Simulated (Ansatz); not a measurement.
Input of an Ansatz 0.2.0 run:

input.yaml

```yaml
crystal:
  lattice:
    - [-5.37331, 5.37331, 1.616233]
    - [5.37331, -5.37331, 1.616233]
    - [5.37331, 5.37331, -1.616233]
  atoms:
    - { symbol: Sn, position: [0.3510765, 0.8310675, 0.182144] }
    - { symbol: Sn, position: [0.8310675, 0.6489235, 0.479991] }
    - { symbol: Sn, position: [0.1689325, 0.3510765, 0.520009] }
    - { symbol: Sn, position: [0.6489235, 0.1689325, 0.817856] }
    - { symbol: O, position: [0.2056015, 0.1549285, 0.36053] }
    - { symbol: O, position: [0.8450715, 0.2056015, 0.050673] }
    - { symbol: O, position: [0.7943985, 0.8450715, 0.63947] }
    - { symbol: O, position: [0.1549285, 0.7943985, 0.949327] }
    - { symbol: O, position: [0.1610445, 0.5429605, 0.704005] }
    - { symbol: O, position: [0.5429605, 0.8389555, 0.381916] }
    - { symbol: O, position: [0.4570395, 0.1610445, 0.618084] }
    - { symbol: O, position: [0.8389555, 0.4570395, 0.295995] }
hamiltonian:
  xc: pbe
  pseudopotentials: { kind: paw }
kpoints:
  mp_grid: { grid: [9, 9, 9] }
scf:
  occupations: { method: gaussian, width: 0.015 }
output:
  forces: true
  stress: true
  eigenvalues: true
```

Potentials or basis: Ansatz PAW.

Run with:

```bash
$ ansatz run input.yaml --threads 4 --pin off --max-ram 11264MiB --backend cpu --events-out ev --progress --plain --runs-dir out
```

Estimate the largest force.

0.252 eV/Å.

What does it give for the pressure?

-0.3 GPa.

Forces in eV/Å, atoms in the order of the input:
```
Sn   0.130  0.014  0.000
Sn  -0.014  0.130  0.000
Sn   0.014 -0.130  0.000
Sn  -0.130 -0.014  0.000
O    0.166  0.189  0.000
O    0.189 -0.166  0.000
O   -0.166 -0.189  0.000
O   -0.189  0.166  0.000
O    0.093 -0.051  0.000
O    0.051  0.093  0.000
O   -0.051 -0.093  0.000
O   -0.093  0.051  0.000
```

Caveat: odd divisions of the mesh miss points on the zone boundary, where band edges often lie, so the gap on the mesh can be too wide; the pressure holds a Pulay correction of +0.7 GPa for the finite cutoff; spin-orbit coupling is left out, which moves the levels of the heavy elements.
